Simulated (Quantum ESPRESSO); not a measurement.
# 2H-WSe2, 1 layer: a series in biaxial strain, part 4 of 8

Wanted: a table for 2H-WSe2, 1 layer against biaxial strain, and what can be fitted to it.

Quantum ESPRESSO 7.5; plane-wave DFT, PBE, GBRV ultrasoft pseudopotentials.

So far. Step 2 (Relaxing cell and ions of the reference):  The last row is no step: it is a fresh SCF in the final cell with a new plane-wave basis, +0 meV from the row before. Step 3 (Relaxation with pw.x, -4 %): The relaxation lowers the energy by 16 meV an atom.

## 6. Band structure, -4 %

Bands along a path place the edges.

Input file m0.bands.in:

```
&control
  prefix = 'm0.bands'
  outdir = './out'
  pseudo_dir = './pseudo'
  calculation = 'bands'
/
&system
  ibrav = 0
  nat = 3
  ntyp = 2
  ecutwfc = 40
  ecutrho = 200
  occupations = 'smearing'
  smearing = 'fd'
  degauss = 0.002
  nbnd = 19
/
&electrons
  conv_thr = 1e-07
  mixing_beta = 0.4
  electron_maxstep = 120
  mixing_mode = 'plain'
/
ATOMIC_SPECIES
  Se  78.9710  se_pbe_v1.uspp.F.UPF
  W   183.8400  w_pbe_v1.2.uspp.F.UPF
CELL_PARAMETERS angstrom
  3.18543293760000 0.00000000000000 0.00000000000000
  -1.59271646880000 2.75866584576000 0.00000000000000
  0.00000000000000 0.00000000000000 18.74034793400000
ATOMIC_POSITIONS crystal
  Se  0.333333333300 0.666666666700 0.407585433700
  W   0.000000000000 0.000000000000 0.500000000000
  Se  0.333333333300 0.666666666700 0.592414566300
K_POINTS crystal_b
4
  0.0000000000 0.0000000000 0.0000000000 12
  0.5000000000 0.0000000000 0.0000000000 12
  0.3333333333 0.3333333333 0.0000000000 12
  0.0000000000 0.0000000000 0.0000000000 1
```

Command:

```
$ cp -r out/m0.scf.save out/m0.bands.save
$ cp out/m0.scf.xml out/m0.bands.xml
$ OMP_NUM_THREADS=1 mpirun -n 4 pw.x -nk 4 -in m0.bands.in > m0.bands.out
```

The log of the run:

```text
[banner, memory and clock lines left out]
Program PWSCF v.7.5 starts

          URL

     Atomic positions and unit cell read from directory:
     ./out/m0.bands.save/

     Message from routine setup:
     using ibrav=0 with symmetry is DISCOURAGED, use correct ibrav instead

     G-vector sticks info

     bravais-lattice index     =            0
     lattice parameter (alat)  =       6.0196  a.u.
     unit-cell volume          =    1111.3269 (a.u.)^3
     number of atoms/cell      =            3
     number of atomic types    =            2
     number of electrons       =        26.00
     number of Kohn-Sham states=           19
     kinetic-energy cutoff     =      40.0000  Ry
     charge density cutoff     =     200.0000  Ry
     Exchange-correlation= SLA  PW   PBE  PBE
                           (   1   4   3   4   0   0   0)

     celldm(1)=   6.019596  celldm(2)=   0.000000  celldm(3)=   0.000000
     celldm(4)=   0.000000  celldm(5)=   0.000000  celldm(6)=   0.000000

     crystal axes: (cart. coord. in units of alat)
               a(1) = (   1.000000   0.000000   0.000000 )
               a(2) = (  -0.500000   0.866025   0.000000 )
               a(3) = (   0.000000   0.000000   5.883140 )

     reciprocal axes: (cart. coord. in units 2 pi/alat)
               b(1) = (  1.000000  0.577350 -0.000000 )
               b(2) = (  0.000000  1.154701  0.000000 )
               b(3) = (  0.000000 -0.000000  0.169977 )

     PseudoPot. # 1 for Se read from file:
     ./pseudo/se_pbe_v1.uspp.F.UPF
     Pseudo is Ultrasoft + core correction, Zval =  6.0
     Generated by new atomic code, or converted to UPF format
     Using radial grid of  877 points,  6 beta functions with:
                l(1) =   0
                l(2) =   0
                l(3) =   1
                l(4) =   1
                l(5) =   2
                l(6) =   2
     Q(r) pseudized with  8 coefficients,  rinner =    1.300   1.300   1.300
                                                       1.300   1.300

     PseudoPot. # 2 for W  read from file:
     ./pseudo/w_pbe_v1.2.uspp.F.UPF
     Pseudo is Ultrasoft + core correction, Zval = 14.0
     Generated by new atomic code, or converted to UPF format
     Using radial grid of  923 points,  8 beta functions with:
                l(1) =   0
                l(2) =   0
                l(3) =   0
                l(4) =   1
                l(5) =   1
                l(6) =   2
                l(7) =   2
                l(8) =   3
     Q(r) pseudized with  6 coefficients,  rinner =    1.350   1.350   1.350
                                                       1.350   1.350   1.350
                                                       1.350

     atomic species   valence    mass     pseudopotential
     Se                6.00    78.97100     Se( 1.00)
     W                14.00   183.84000     W ( 1.00)

     12 Sym. Ops. (no inversion) found

   Cartesian axes

     site n.     atom                  positions (alat units)
         1        Se     tau(   1) = (  -0.0000000   0.5773503   2.3978822  )
         2        W      tau(   2) = (   0.0000000   0.0000000   2.9415700  )
         3        Se     tau(   3) = (  -0.0000000   0.5773503   3.4852578  )

     number of k points=    37  Fermi-Dirac smearing, width (Ry)=  0.0020
                       cart. coord. in units 2pi/alat
        k(    1) = (   0.0000000   0.0000000   0.0000000), wk =   0.0540541
        k(    2) = (   0.0416667   0.0240563   0.0000000), wk =   0.0540541
        k(    3) = (   0.0833333   0.0481125   0.0000000), wk =   0.0540541
        k(    4) = (   0.1250000   0.0721688   0.0000000), wk =   0.0540541
        k(    5) = (   0.1666667   0.0962250   0.0000000), wk =   0.0540541
        k(    6) = (   0.2083333   0.1202813   0.0000000), wk =   0.0540541
        k(    7) = (   0.2500000   0.1443376   0.0000000), wk =   0.0540541
        k(    8) = (   0.2916667   0.1683938   0.0000000), wk =   0.0540541
        k(    9) = (   0.3333333   0.1924501   0.0000000), wk =   0.0540541
        k(   10) = (   0.3750000   0.2165064   0.0000000), wk =   0.0540541
        k(   11) = (   0.4166667   0.2405626   0.0000000), wk =   0.0540541
        k(   12) = (   0.4583333   0.2646189   0.0000000), wk =   0.0540541
        k(   13) = (   0.5000000   0.2886751   0.0000000), wk =   0.0540541
        k(   14) = (   0.4861111   0.3127314   0.0000000), wk =   0.0540541
        k(   15) = (   0.4722222   0.3367877   0.0000000), wk =   0.0540541
        k(   16) = (   0.4583333   0.3608439   0.0000000), wk =   0.0540541
        k(   17) = (   0.4444444   0.3849002   0.0000000), wk =   0.0540541
        k(   18) = (   0.4305556   0.4089564   0.0000000), wk =   0.0540541
        k(   19) = (   0.4166667   0.4330127   0.0000000), wk =   0.0540541
        k(   20) = (   0.4027778   0.4570690   0.0000000), wk =   0.0540541
        k(   21) = (   0.3888889   0.4811252   0.0000000), wk =   0.0540541
        k(   22) = (   0.3750000   0.5051815   0.0000000), wk =   0.0540541
        k(   23) = (   0.3611111   0.5292377   0.0000000), wk =   0.0540541
        k(   24) = (   0.3472222   0.5532940   0.0000000), wk =   0.0540541
        k(   25) = (   0.3333333   0.5773503   0.0000000), wk =   0.0540541
        k(   26) = (   0.3055556   0.5292377   0.0000000), wk =   0.0540541
        k(   27) = (   0.2777778   0.4811252   0.0000000), wk =   0.0540541
        k(   28) = (   0.2500000   0.4330127   0.0000000), wk =   0.0540541
        k(   29) = (   0.2222222   0.3849002   0.0000000), wk =   0.0540541
        k(   30) = (   0.1944444   0.3367877   0.0000000), wk =   0.0540541
        k(   31) = (   0.1666667   0.2886751   0.0000000), wk =   0.0540541
        k(   32) = (   0.1388889   0.2405626   0.0000000), wk =   0.0540541
        k(   33) = (   0.1111111   0.1924501   0.0000000), wk =   0.0540541
        k(   34) = (   0.0833333   0.1443376   0.0000000), wk =   0.0540541
        k(   35) = (   0.0555556   0.0962250   0.0000000), wk =   0.0540541
        k(   36) = (   0.0277778   0.0481125   0.0000000), wk =   0.0540541
        k(   37) = (   0.0000000   0.0000000   0.0000000), wk =   0.0540541

     Dense  grid:    53277 G-vectors     FFT dimensions: (  27,  27, 160)

     Smooth grid:    37811 G-vectors     FFT dimensions: (  25,  25, 144)

     The potential is recalculated from file :
     ./out/m0.bands.save/charge-density

     negative rho (up, down):  6.913E-02 0.000E+00
     Starting wfcs are   21 randomized atomic wfcs

     Band Structure Calculation
     Davidson diagonalization with overlap

     ethr =  3.85E-10,  avg # of iterations = 45.3

     End of band structure calculation

          k = 0.0000 0.0000 0.0000 (  4643 PWs)   bands (ev):

[...]
4.5249   5.3657   5.6960

          k = 0.1667 0.0962 0.0000 (  4721 PWs)   bands (ev):

   -73.0731 -37.3717 -37.2231 -37.1600 -13.7645 -12.7910  -5.1064  -2.3355
    -2.3305  -0.7099  -0.6104  -0.4566  -0.0125   2.8640   3.6119   3.7385
     4.7223   5.5986   5.9436

          k = 0.2083 0.1203 0.0000 (  4727 PWs)   bands (ev):

   -73.0711 -37.3643 -37.2621 -37.1693 -13.5236 -12.6564  -4.8284  -2.8267
    -2.6216  -0.8713  -0.7466  -0.5006  -0.1280   2.6410   3.5805   3.6548
     4.9071   5.8819   6.2495

          k = 0.2500 0.1443 0.0000 (  4720 PWs)   bands (ev):

   -73.0690 -37.3562 -37.3035 -37.1792 -13.2466 -12.5027  -4.5634  -3.3091
    -2.9672  -1.1234  -1.0227  -0.2986  -0.2840   2.5890   3.4674   3.7926
     5.0621   6.2082   6.6045

          k = 0.2917 0.1684 0.0000 (  4736 PWs)   bands (ev):

   -73.0669 -37.3483 -37.3448 -37.1892 -12.9455 -12.3379  -4.4567  -3.6444
    -3.3552  -1.3531  -1.2467  -0.4649  -0.0829   2.6853   3.4206   3.9841
     5.1808   6.5516   6.9913

          k = 0.3333 0.1925 0.0000 (  4738 PWs)   bands (ev):

   -73.0649 -37.3831 -37.3407 -37.1983 -12.6370 -12.1722  -4.7077  -3.7504
    -3.6501  -1.5510  -1.4100  -0.5557   0.0822   2.8839   3.4492   4.1884
     5.2647   6.8158   7.3705

          k = 0.3750 0.2165 0.0000 (  4760 PWs)   bands (ev):

   -73.0632 -37.4160 -37.3345 -37.2061 -12.3438 -12.0189  -5.1014  -4.1113
    -3.5443  -1.7106  -1.5207  -0.5341   0.2004   3.1402   3.5412   4.3690
     5.3194   6.7024   7.4834

          k = 0.4167 0.2406 0.0000 (  4766 PWs)   bands (ev):

   -73.0619 -37.4409 -37.3295 -37.2122 -12.0953 -11.8930  -5.4538  -4.3999
    -3.4761  -1.8273  -1.5903  -0.4248   0.2734   3.4128   3.6623   4.5007
     5.3521   6.2824   7.6661

          k = 0.4583 0.2646 0.0000 (  4748 PWs)   bands (ev):

   -73.0611 -37.4565 -37.3263 -37.2156 -11.9257 -11.8095  -5.6933  -4.5863
    -3.4498  -1.8984  -1.6281  -0.3041   0.3109   3.6465   3.7645   4.5757
     5.3689   5.8888   7.8276

          k = 0.5000 0.2887 0.0000 (  4752 PWs)   bands (ev):

   -73.0609 -37.4620 -37.3254 -37.2167 -11.8650 -11.7803  -5.7784  -4.6508
    -3.4443  -1.9223  -1.6401  -0.2526   0.3221   3.7471   3.8045   4.5991
     5.3741   5.7243   7.8978

          k = 0.4861 0.3127 0.0000 (  4744 PWs)   bands (ev):

   -73.0608 -37.4611 -37.3253 -37.2182 -11.8600 -11.7769  -5.7663  -4.6495
    -3.4383  -1.9529  -1.6286  -0.3235   0.3377   3.7077   3.8568   4.6275
     5.2983   5.7315   7.9437

          k = 0.4722 0.3368 0.0000 (  4768 PWs)   bands (ev):

   -73.0607 -37.4590 -37.3250 -37.2232 -11.8451 -11.7669  -5.7305  -4.6460
    -3.4210  -2.0309  -1.6061  -0.5137   0.3699   3.6558   3.9420   4.7094
     5.1031   5.7527   8.0754

          k = 0.4583 0.3608 0.0000 (  4768 PWs)   bands (ev):

   -73.0606 -37.4553 -37.3244 -37.2307 -11.8211 -11.7508  -5.6714  -4.6413
    -3.3936  -2.1356  -1.5874  -0.7862   0.4039   3.6044   4.0352   4.8019
     4.8830   5.7884   8.2754

          k = 0.4444 0.3849 0.0000 (  4770 PWs)   bands (ev):

   -73.0604 -37.4501 -37.3236 -37.2409 -11.7888 -11.7293  -5.5900  -4.6374
    -3.3588  -2.2525  -1.5785  -1.1122   0.4379   3.5509   4.1243   4.5576
     5.0195   5.8400   8.5136

          k = 0.4306 0.4090 0.0000 (  4772 PWs)   bands (ev):

   -73.0602 -37.4436 -37.3227 -37.2534 -11.7497 -11.7034  -5.4876  -4.6364
    -3.3203  -2.3701  -1.5811  -1.4681   0.4759   3.4925   4.2013   4.2896
     5.2142   5.9102   8.7417

          k = 0.4167 0.4330 0.0000 (  4778 PWs)   bands (ev):

   -73.0599 -37.4358 -37.3217 -37.2677 -11.7057 -11.6744  -5.3662  -4.6409
    -3.2838  -2.4783  -1.8330  -1.5951   0.5221   3.4262   4.0442   4.2641
     5.4229   5.9993   8.8585

          k = 0.4028 0.4571 0.0000 (  4780 PWs)   bands (ev):

   -73.0597 -37.4269 -37.3207 -37.2833 -11.6591 -11.6441  -5.2285  -4.6525
    -3.2591  -2.5689  -2.1853  -1.6196   0.5793   3.3495   3.8317   4.3163
     5.6314   6.1044   8.7232

          k = 0.3889 0.4811 0.0000 (  4792 PWs)   bands (ev):

   -73.0594 -37.4170 -37.3197 -37.2999 -11.6144 -11.6128  -5.0784  -4.6717
    -3.2650  -2.6362  -2.4951  -1.6525   0.6473   3.2630   3.6576   4.3633
     5.8257   6.2179   8.4385

          k = 0.3750 0.5052 0.0000 (  4792 PWs)   bands (ev):

   -73.0592 -37.4061 -37.3189 -37.3164 -11.5873 -11.5700  -4.9225  -4.6964
    -3.3363  -2.7157  -2.6788  -1.6905   0.7222   3.1726   3.5246   4.4089
     5.9926   6.3282   8.1439

          k = 0.3611 0.5292 0.0000 (  4802 PWs)   bands (ev):

   -73.0590 -37.3950 -37.3323 -37.3182 -11.5652 -11.5344  -4.7730  -4.7221
    -3.4832  -2.8204  -2.6993  -1.7279   0.7943   3.0896   3.4329   4.4514
     6.1205   6.4189   7.8983

          k = 0.3472 0.5533 0.0000 (  4794 PWs)   bands (ev):

   -73.0589 -37.3846 -37.3457 -37.3177 -11.5504 -11.5100  -4.7426  -4.6551
    -3.6327  -2.8526  -2.7046  -1.7572   0.8492   3.0300   3.3807   4.4844
     6.2002   6.4724   7.7397

          k = 0.3333 0.5774 0.0000 (  4806 PWs)   bands (ev):

   -73.0588 -37.3793 -37.3524 -37.3176 -11.5450 -11.5010  -4.7510  -4.6089
    -3.6953  -2.8582  -2.7042  -1.7691   0.8704   3.0084   3.3642   4.4975
     6.2268   6.4857   7.6877

          k = 0.3056 0.5292 0.0000 (  4808 PWs)   bands (ev):

   -73.0590 -37.3922 -37.3343 -37.3184 -11.5696 -11.5441  -4.7277  -4.7057
    -3.4949  -2.8483  -2.7196  -1.7089   0.7822   3.0740   3.4182   4.4398
     6.1306   6.5125   7.8380

          k = 0.2778 0.4811 0.0000 (  4782 PWs)   bands (ev):

   -73.0597 -37.4031 -37.3207 -37.3069 -11.6849 -11.6477  -4.8406  -4.5478
    -3.2021  -2.7664  -2.7589  -1.5302   0.5797   3.1036   3.5429   4.3371
     5.8981   6.7188   8.1551

          k = 0.2500 0.4330 0.0000 (  4776 PWs)   bands (ev):

   -73.0609 -37.4025 -37.3253 -37.2789 -11.9234 -11.7774  -4.7980  -4.2635
    -3.1960  -2.8059  -2.3987  -1.2768   0.3882   2.9083   3.6712   4.2557
     5.6314   7.1152   8.2942

          k = 0.2222 0.3849 0.0000 (  4774 PWs)   bands (ev):

   -73.0625 -37.3891 -37.3318 -37.2519 -12.2379 -11.9476  -4.5948  -3.8630
    -3.3845  -2.7939  -1.9269  -0.9988   0.2790   2.6036   3.7324   4.0736
     5.4193   7.6118   7.7596

          k = 0.1944 0.3368 0.0000 (  4734 PWs)   bands (ev):

   -73.0646 -37.3632 -37.3394 -37.2269 -12.5949 -12.1419  -4.2919  -3.6435
    -3.3893  -2.6859  -1.4573  -0.7343   0.2257   2.3697   3.6929   3.7876
     5.2906   7.1714   7.5543

          k = 0.1667 0.2887 0.0000 (  4716 PWs)   bands (ev):

   -73.0670 -37.3484 -37.3280 -37.2044 -12.9613 -12.3433  -4.2379  -3.6131
    -2.9597  -2.3882  -1.0353  -0.5088   0.1402   2.3204   3.5256   3.5937
     5.1924   6.6412   7.0314

          k = 0.1389 0.2406 0.0000 (  4740 PWs)   bands (ev):

   -73.0695 -37.3581 -37.2869 -37.1852 -13.3099 -12.5367  -4.5664  -3.1506
    -2.6668  -1.8537  -0.7348  -0.3338   0.0157   2.4528   3.4225   3.5075
     5.0576   6.1772   6.5577

          k = 0.1111 0.1925 0.0000 (  4728 PWs)   bands (ev):

   -73.0719 -37.3671 -37.2435 -37.1693 -13.6198 -12.7097  -4.9253  -2.6061
    -2.4202  -1.2423  -0.6859  -0.2058  -0.0157   2.7011   3.4939   3.5345
     4.8643   5.7874   6.1458

          k = 0.0833 0.1443 0.0000 (  4708 PWs)   bands (ev):

   -73.0740 -37.3752 -37.2029 -37.1567 -13.8754 -12.8531  -5.2409  -2.1865
    -2.0671  -0.8319  -0.6828  -0.1105   0.0281   3.0654   3.5910   3.7736
     4.6306   5.4745   5.8103

          k = 0.0556 0.0962 0.0000 (  4700 PWs)   bands (ev):

   -73.0757 -37.3816 -37.1699 -37.1478 -14.0656 -12.9599  -5.4837  -1.9854
    -1.5973  -0.9965  -0.2611  -0.0323   0.0420   3.5296   3.8013   4.0107
     4.3998   5.2352   5.5633

          k = 0.0278 0.0481 0.0000 (  4669 PWs)   bands (ev):

   -73.0768 -37.3854 -37.1481 -37.1424 -14.1828 -13.0257  -5.6360  -1.8481
    -1.2686  -1.1097  -0.0183   0.0301   0.0328   3.9917   4.0472   4.1706
     4.2278   5.0564   5.4101

          k = 0.0000 0.0000 0.0000 (  4643 PWs)   bands (ev):

   -73.0771 -37.3865 -37.1405 -37.1405 -14.2223 -13.0479  -5.6879  -1.7994
    -1.1492  -1.1492   0.0265   0.0566   0.0566   4.1638   4.1638   4.2257
     4.2257   4.9627   5.3567

     XML data file, pseudopotentials, collected wavefunctions

                                        0.00s GPU  (     524 calls)
```

The job ended after 28 s (4 MPI ranks of Arm Neoverse N1, shared host; peak memory 0.31 GiB).

Numbers from this step:

| Item | Value |
| --- | --- |
| valence top, on the run's zero | 0.8704 eV |
| conduction bottom, on the run's zero | 2.320 eV |

Band numbers count within the set of bands kept for display. The electronic bands at the labelled points (eV, zero at the highest filled level of the SCF mesh; v1 is the highest filled band, c1 the lowest empty one):

| point | v4 | v3 | v2 | v1 | c1 | c2 | c3 | c4 |
| --- | --- | --- | --- | --- | --- | --- | --- | --- |
| Γ | -2.02 | -0.84 | -0.81 | -0.81 | 3.29 | 3.29 | 3.36 | 3.36 |
| halfway | -1.99 | -1.89 | -1.17 | -1.15 | 1.72 | 2.60 | 2.92 | 4.19 |
| M | -2.79 | -2.51 | -1.12 | -0.55 | 2.88 | 2.93 | 3.73 | 4.50 |
| halfway | -3.35 | -2.70 | -2.47 | -0.35 | 2.56 | 3.17 | 3.39 | 4.55 |
| K | -3.73 | -3.57 | -2.64 | 0.00 | 2.14 | 2.49 | 3.63 | 5.36 |
| halfway | -3.26 | -1.91 | -1.38 | -0.73 | 1.45 | 2.66 | 2.72 | 4.32 |
| Γ | -2.02 | -0.84 | -0.81 | -0.81 | 3.29 | 3.29 | 3.36 | 3.36 |

Along this path the valence top lies at K and the conduction bottom between K and Γ.

(Part 4 of 8 ends here.)

[Logs are printed without paths, hosts, clocks, repeated set-up lines and the standing remarks that a program may print on its own settings, such as how far it seeks lower states.]

[Hosts, paths, dates, database ids (printed as entryN), source tags and the programs' standing remarks are cut or masked in the printed files.]

[Maps of the electrostatic potential energy from Ansatz leave out the sawtooth potential of an applied field or a dipole correction, so their vacuum need not be flat; planar profiles and work functions include it.]
